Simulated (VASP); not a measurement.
MnSb, 4 atoms in the cell. The structure is hexagonal, space group P6_3/mmc (No. 194). Conventional cell: a = 4.130 Å, b = 4.130 Å, c = 5.800 Å, α = 90.00°, β = 90.00°, γ = 120.00°. Mn (site symmetry -3m) is surrounded by 6 Sb at 2.79 Å and 2 Mn at 2.90 Å. Sb (site symmetry -6m2) has 6 Mn at 2.79 Å as nearest neighbours. 

```yaml
Program: VASP 6.6.1
Task: single point
Functional: PBE
Potentials_or_basis: VASP PAW PBE potentials, release 64 (Mn_pv, Sb)
Cutoff: 520 eV
k_mesh: 3 × 3 × 2
Occupations: methfessel-paxton, width 0.0680285 eV
Spin: collinear spin, typed start
Starting_moments: "[3.77, 3.77, -0.14, -0.14] μB"
Dipole_correction: no
Further_INCAR_settings: ALGO = Normal; EDIFF = 1e-06; NBANDS = 30
```

Potentials or basis: VASP PAW PBE potentials, release 64 (Mn_pv, Sb).

The run is started by

```sh
$ cat potpaw_PBE.64/Mn_pv/POTCAR potpaw_PBE.64/Sb/POTCAR > POTCAR
$ mpirun -np 1 vasp_std > vasp.out
```

Hardware: 1 thread of AMD EPYC 7R13 Processor (Zen 3), on a shared host.

Q: How long does it take, and how much memory?

A: Run time: 60 s on 1 thread of AMD EPYC 7R13 Processor (Zen 3) (shared host), peak memory 0.22 GiB. Counts: scf iterations 18, k points 6.
